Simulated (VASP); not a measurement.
All values below come from r2SCAN meta-GGA, VASP's PBE PAW potentials (set 64) (plane waves; VASP).

VASP input:

POSCAR:
```
BaF2
4.4022730
  0.0000000000   0.7071067360   0.7071067360
  0.7071067360   0.0000000000   0.7071067360
  0.7071067360   0.7071067360   0.0000000000
Ba F
1 2
Cart
  0.0000000000   0.0000000000   0.0000000000
  0.3876266752   0.3535533680   0.3535533680
  1.0606601040   1.0606601040   1.0606601040
```

**INCAR**
```
SYSTEM = BaF2
PREC = Accurate
ENCUT = 600
EDIFF = 1E-7
NELM = 100
ALGO = Normal
LREAL = .FALSE.
LASPH = .TRUE.
ISMEAR = 0
SIGMA = 0.05
METAGGA = R2SCAN
LMIXTAU = .TRUE.
LMAXMIX = 4
LWAVE = .FALSE.
LCHARG = .FALSE.
ISIF = 2
```

KPOINTS:
```
Automatic mesh
0
Gamma
6 6 6
0 0 0
```

POTCAR, in this order: Ba_sv F (PBE.64 set). Program: vasp_std.

Output

**OSZICAR**
```
       N       E                     dE             d eps       ncg     rms          rms(c)
DAV:   1     0.141063955230E+03    0.14106E+03   -0.14635E+04  1472   0.161E+03
DAV:   2    -0.467652295578E+02   -0.18783E+03   -0.18383E+03  1912   0.317E+02
DAV:   3    -0.541033147208E+02   -0.73381E+01   -0.73298E+01  2048   0.716E+01
DAV:   4    -0.541914950171E+02   -0.88180E-01   -0.88169E-01  1848   0.740E+00
DAV:   5    -0.541943581969E+02   -0.28632E-02   -0.28632E-02  2176   0.822E-01    0.793E+00
DAV:   6    -0.460546467394E+02    0.81397E+01   -0.42232E+00  2016   0.181E+01    0.353E+00
DAV:   7    -0.445487367519E+02    0.15059E+01   -0.16773E+00  1576   0.141E+01    0.216E+00
DAV:   8    -0.482888941654E+02   -0.37402E+01   -0.11496E+00  1552   0.128E+01    0.862E-01
DAV:   9    -0.446232208397E+02    0.36657E+01   -0.55315E-01  1472   0.686E+00    0.956E-01
DAV:  10    -0.449993249477E+02   -0.37610E+00   -0.34998E-01  1472   0.566E+00    0.278E-01
DAV:  11    -0.448918381166E+02    0.10749E+00   -0.47226E-02  1472   0.225E+00    0.258E-01
DAV:  12    -0.450305747240E+02   -0.13874E+00   -0.74314E-02  1472   0.296E+00    0.121E-01
DAV:  13    -0.450322295779E+02   -0.16549E-02   -0.15139E-03  1816   0.473E-01    0.694E-02
DAV:  14    -0.450331961070E+02   -0.96653E-03   -0.12852E-03  1672   0.332E-01    0.331E-02
DAV:  15    -0.450331429327E+02    0.53174E-04   -0.23208E-04  1640   0.184E-01    0.126E-02
DAV:  16    -0.450330780848E+02    0.64848E-04   -0.28279E-05  1600   0.831E-02    0.504E-03
DAV:  17    -0.450333730253E+02   -0.29494E-03   -0.98593E-05  1472   0.121E-01    0.104E-02
DAV:  18    -0.450333731247E+02   -0.99362E-07   -0.42416E-06  1984   0.231E-02    0.557E-03
DAV:  19    -0.450333727487E+02    0.37599E-06   -0.88996E-07  1472   0.123E-02    0.425E-03
DAV:  20    -0.450333739221E+02   -0.11734E-05   -0.15670E-06  1568   0.157E-02    0.195E-03
DAV:  21    -0.450333740272E+02   -0.10514E-06   -0.11878E-07  1624   0.342E-03    0.133E-03
DAV:  22    -0.450333740001E+02    0.27116E-07   -0.30838E-07  1472   0.514E-03
   1 F= -.45033374E+02 E0= -.45033374E+02  d E =-.987570E-12
```

OUTCAR:
```
------------------------ aborting loop because EDIFF is reached ----------------------------------------
  FORCE on cell =-STRESS in cart. coord.  units (eV):
  Direction    XX          YY          ZZ          XY          YZ          ZX
  --------------------------------------------------------------------------------------
  Total        0.1095542      0.1116985      0.1116985      0.0000000     -0.4800479     -0.0000000
  in kB        2.9095366      2.9664856      2.9664856      0.0000000    -12.7490932     -0.0000000
  external PRESSURE =       2.9475026 kB  Pullay stress =       0.0000000 kB
  volume of cell :       60.33
      direct lattice vectors                 reciprocal lattice vectors
     0.000000000  3.112876892  3.112876892    -0.160623120  0.160623120  0.160623120
     3.112876892  0.000000000  3.112876892     0.160623120 -0.160623120  0.160623120
     3.112876892  3.112876892  0.000000000     0.160623120  0.160623120 -0.160623120
 POSITION                                       TOTAL-FORCE (eV/Angst)
 -----------------------------------------------------------------------------------
      0.00000      0.00000      0.00000         0.299774      0.000000      0.000000
      1.70644      1.55644      1.55644        -0.475923      0.000000      0.000000
      4.66932      4.66932      4.66932         0.176148      0.000000      0.000000
 -----------------------------------------------------------------------------------
    total drift:                                0.001297     -0.000001     -0.000001
  FREE ENERGIE OF THE ION-ELECTRON SYSTEM (eV)
  ---------------------------------------------------
  free  energy   TOTEN  =       -45.0333740001 eV

  energy  without entropy=      -45.0333740001  energy(sigma->0) =      -45.03337400
```
(Selected blocks of OUTCAR.)

File OUTCAR:
```
 val. band max:       -2.6120412919   @ k =   0.0000   0.1667   0.1667

 cond. band min:       4.6174872537   @ k =   0.0000   0.0000   0.0000


 Fermi energy:        -2.3913369249

 k-point     1 :       0.0000    0.0000    0.0000
  band No.  band energies     occupation
      1     -26.3101      2.00000
      2     -22.7096      2.00000
      3     -22.5949      2.00000
      4     -10.6978      2.00000
      5     -10.6742      2.00000
      6     -10.6698      2.00000
      7      -4.1251      2.00000
      8      -4.0923      2.00000
      9      -4.0079      2.00000
     10      -2.7967      2.00000
     11      -2.7041      2.00000
     12      -2.6295      2.00000
     13       4.6175      0.00000
     14       7.2136      0.00000
     15       7.2154      0.00000
     16       9.2938      0.00000

 k-point     2 :       0.1667    0.0000    0.0000
  band No.  band energies     occupation
      1     -26.2565      2.00000
      2     -22.7349      2.00000
      3     -22.6544      2.00000
      4     -10.7427      2.00000
      5     -10.7382      2.00000
      6     -10.6952      2.00000
      7      -4.0159      2.00000
      8      -3.9947      2.00000
      9      -3.7703      2.00000
     10      -2.9272      2.00000
     11      -2.7484      2.00000
     12      -2.6617      2.00000
     13       5.2174      0.00000
     14       7.1478      0.00000
     15       7.2326      0.00000
     16       9.0630      0.00000

 k-point     3 :       0.0000    0.1667    0.0000
  band No.  band energies     occupation
      1     -26.2493      2.00000
      2     -22.7373      2.00000
      3     -22.6679      2.00000
      4     -10.7480      2.00000
      5     -10.7124      2.00000
      6     -10.6925      2.00000
      7      -3.9874      2.00000
      8      -3.9055      2.00000
      9      -3.8180      2.00000
     10      -2.8495      2.00000
     11      -2.8313      2.00000
     12      -2.7194      2.00000
     13       5.1667      0.00000
...
```

Unless said otherwise, spin-orbit coupling is left out, though it shifts the bands of the heavy elements here.

The compound is BaF2 in the fluorite structure. This cell was strained or had an atom moved on purpose.
